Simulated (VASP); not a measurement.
A run of VASP 6.6.1 is set up as follows.

INCAR

```
SYSTEM = In
PREC     = Accurate       ! precision mode
ENCUT    = 600            ! plane-wave cutoff, eV
EDIFF    = 1E-6           ! SCF threshold, eV
ISMEAR   = 0              ! smearing method
SIGMA    = 0.1            ! smearing width, eV
LREAL    = .FALSE.        ! projectors in reciprocal space
LASPH    = .TRUE.         ! aspherical terms in the spheres
NELM     = 100            ! most SCF steps
ALGO     = Fast           ! electronic algorithm
ISIF     = 3              ! what is computed and relaxed
LWAVE    = .FALSE.        ! write WAVECAR
LCHARG   = .FALSE.        ! write CHGCAR
GGA      = PS             ! functional
IBRION   = 2              ! ionic algorithm
NSW      = 90             ! ionic steps
EDIFFG   = -0.04          ! ionic threshold
```

File KPOINTS:

```
regular mesh
0
G
  6 6 4
  0 0 0
```

File POSCAR:

```
In
1.0
    4.3480247748      0.0000000000      0.0000000000
   -2.1740123874      3.7654999113      0.0000000000
    0.0000000000      0.0000000000      4.9329796565
In
3
Direct
    0.2254000000      0.0000000000      0.3333333333
    0.0000000000      0.2254000000      0.6666666667
    0.7746000000      0.7746000000      0.0000000000
```

Potentials or basis: VASP PAW PBE potentials, release 64 (In_d).

Run with:

```console
$ cat potpaw_PBE.64/In_d/POTCAR > POTCAR
$ mpirun -np 1 vasp_std > vasp.out
```

Q: Estimate the relaxed cell.

A: a = 3.864 Å, b = 3.864 Å, c = 6.149 Å, α = 90.00°, β = 90.00°, γ = 120.00°.

Q: What does it give for the relaxed volume?

A: 26.51 Å³/atom.

Q: What does it give for the space group after relaxing (to 0.05 Å)?

A: R-3m (No. 166).

Forces in eV/Å, atoms in the order of the input:
```
In  -0.033  0.000  0.000
In   0.016 -0.028  0.000
In   0.016  0.028  0.000
```

Caveat: the PAW data sets were made with another functional, which shifts forces and pressure a little.
